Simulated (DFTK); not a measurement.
Here is a DFTK 0.8.2 calculation.

File run.jl:

```julia
using DFTK
using PseudoPotentialData
using Unitful, UnitfulAtomic
using LinearAlgebra, Printf
include("save.jl")
disable_threading()

lines     = readlines("POSCAR")
lattice   = austrip(1u"Å") * parse(Float64, lines[2]) * hcat([parse.(Float64, split(l)) for l in lines[3:5]]...)
symbols   = vcat([fill(Symbol(s), parse(Int, n)) for (s, n) in zip(split(lines[6]), split(lines[7]))]...)
positions = [parse.(Float64, split(l)[1:3]) for l in lines[9:8+length(symbols)]]
pseudopotentials = PseudoFamily("cp2k.nc.sr.pbe.v0_1.semicore.gth")
elements = Dict(s => ElementPsp(s, pseudopotentials) for s in unique(symbols))
atoms    = [elements[s] for s in symbols]

build_model(lattice, positions; symmetries=true) =
    model_DFT(lattice, atoms, positions;
              functionals=[:mgga_x_tb09, :lda_c_pw],
              temperature=austrip(0.05u"eV"),
              smearing=Smearing.FermiDirac(),
              symmetries)
Ecut  = 76.0  # hartree
kgrid = [5, 5, 5]
tol   = 1e-6
to_GPa = ustrip(uconvert(u"GPa", 1u"hartree/bohr^3"))

model = build_model(lattice, positions)
basis = PlaneWaveBasis(model; Ecut, kgrid)
display(basis)
scfres = self_consistent_field(basis;
                               tol,
                               nbandsalg=AdaptiveBands(model; n_bands_converge=14))
display(scfres.energies)
@printf "Fermi level: %.6f eV\n" ustrip(auconvert(u"eV", something(scfres.εF, NaN)))
println("Levels at the first k-point (eV): ", round.(ustrip.(auconvert.(u"eV", scfres.eigenvalues[1][1:scfres.n_bands_converge])); digits=4))
save_scf!(scfres)

points = Dict("G" => [0.0, 0.0, 0.0], "K" => [0.375, 0.375, 0.75], "L" => [0.5, 0.5, 0.5], "U" => [0.625, 0.25, 0.625], "W" => [0.5, 0.25, 0.75], "X" => [0.5, 0.0, 0.5])
segments = [("G", "X", 7), ("X", "W", 4), ("W", "K", 3), ("K", "G", 7), ("G", "L", 6), ("L", "U", 4), ("U", "W", 3), ("W", "L", 5), ("L", "K", 4), ("U", "X", 3)]
kcoords = vcat([[points[a] + t * (points[b] - points[a]) for t in range(0, 1, n)] for (a, b, n) in segments]...)
bands = compute_bands(scfres, ExplicitKpoints(kcoords); n_bands=16, tol=1e-5)
for (k, ε) in zip(bands.basis.kpoints, bands.eigenvalues)
    @printf "%d %8.4f %8.4f %8.4f " k.spin k.coordinate...
    println(join([@sprintf("%9.4f", e) for e in ustrip.(auconvert.(u"eV", ε .- scfres.εF))]))
end
results["band_energies"] = rows(bands.eigenvalues); results["band_kpoints"] = rows(kcoords)
```

POSCAR

```
InP
1.0
    0.0000000000      2.9305000000      2.9305000000
    2.9305000000      0.0000000000      2.9305000000
    2.9305000000      2.9305000000      0.0000000000
In P
1 1
Direct
    0.0000000000      0.0000000000      0.0000000000
    0.7500000000      0.7500000000      0.7500000000
```

Potentials or basis: cp2k.nc.sr.pbe.v0_1.semicore.gth (PBE, GTH).

The run is started by

```sh
$ julia --threads=1 run.jl  # save.jl only writes the numbers to a file and isn't shown; printed stress counts tension as positive; times include loading and compiling
```

What does it give for the band gap on the k mesh?

0.78 eV, direct.

What does it give for the band gap along the path?

0.78 eV, direct.

Levels at the corners of the path, in eV from the valence-band top:
```csv
point,band 6,band 7,band 8,band 9,band 10,band 11,band 12,band 13
Γ,-11.60,0.00,0.00,0.00,0.78,3.83,3.83,3.83
X,-8.84,-6.00,-2.55,-2.55,1.85,2.30,9.27,9.52
W,-8.71,-5.89,-3.15,-3.09,4.33,4.42,5.50,6.16
K,-8.82,-5.88,-3.50,-2.14,2.40,4.40,7.42,7.51
Γ,-11.60,0.00,0.00,0.00,0.78,3.83,3.83,3.83
L,-9.51,-5.98,-1.11,-1.11,1.49,4.72,4.72,7.29
U,-8.82,-5.88,-3.50,-2.14,2.40,4.40,7.42,7.51
W,-8.71,-5.89,-3.15,-3.09,4.33,4.42,5.50,6.16
L,-9.51,-5.98,-1.11,-1.11,1.49,4.72,4.72,7.29
K,-8.82,-5.88,-3.50,-2.14,2.40,4.40,7.42,7.51
U,-8.82,-5.88,-3.50,-2.14,2.40,4.40,7.42,7.51
X,-8.84,-6.00,-2.55,-2.55,1.85,2.30,9.27,9.52
```

Caveat: the program leaves the constant c of mgga_x_tb09 at 1, so the potential is Becke-Johnson's (BJ06) and not Tran and Blaha's, with levels but no total energy; GTH potentials come without recommended cutoffs, and this one wasn't checked for convergence; the program warned that the kinetic-energy density falls under its von Weizsäcker bound, which can give unphysical results; the potentials were made for another functional, which shifts forces and pressure; spin-orbit coupling is left out, which moves the levels of the heavy elements.

**The experiment to reproduce.**

From a printed reference work, data compilation, for a bulk crystal of InP at 1.6 K: band gap 1.4236 eV (direct).

Measured gap of InP: 1.4236 eV (direct; 1.6 K; a printed reference work, data compilation). This calculation gives 0.78 eV (-0.64 eV). Spin-orbit coupling on In is left out. The value is that of BJ06, without temperature or zero-point motion.
